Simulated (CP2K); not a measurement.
The system is TiO2.

```
Ti O
1.0
     4.59984    0.00000    0.00000
     0.00000    4.59984    0.00000
     0.00000    0.00000    2.95921
Ti O
2 4
Direct
  0.00000 0.00000 0.50000
  0.50000 0.50000 0.00000
  0.30432 0.30432 0.50000
  0.19568 0.80432 0.00000
  0.80432 0.19568 0.00000
  0.69568 0.69568 0.50000
```

The cell is a database's computed one.

Program: CP2K 2026.2. Alike in all runs: no spin polarisation; cell as given; k mesh 6 × 6 × 9.

Task: Order these runs on this cell by their pressure, lowest first.
A. level PBE; potentials or basis POTENTIAL_UZH Ti GTH-PBE-q12, O GTH-PBE-q6; TZVP-MOLOPT-PBE-GTH basis; smearing fermi-dirac 0.05 eV; NGRIDS 4; CUTOFF of the grids 600 Ry
B. level r2SCAN; potentials or basis POTENTIAL_UZH Ti GTH-SCAN-q12, O GTH-SCAN-q6; TZVP-MOLOPT-SCAN-GTH basis; smearing fermi-dirac 0.0259 eV; NGRIDS 5; CUTOFF of the grids 850 Ry; points a segment of the path (NPOINTS) 8; bands added on the path 4; MPI ranks 4
C. level LDA; potentials or basis GTH_POTENTIALS Ti GTH-PADE-q12, O GTH-PADE-q6; TZVP-MOLOPT-PBE-GTH basis; smearing fermi-dirac 0.0259 eV; NGRIDS 5; CUTOFF of the grids 600 Ry; points a segment of the path (NPOINTS) 10; bands added on the path 6

Result: C (-8.6 GPa), B (0.3 GPa), A (5.2 GPa).

Caveats: the basis of atomic orbitals isn't converged, which shifts pressures, moduli and gaps.

Not every run made on this cell is shown here.
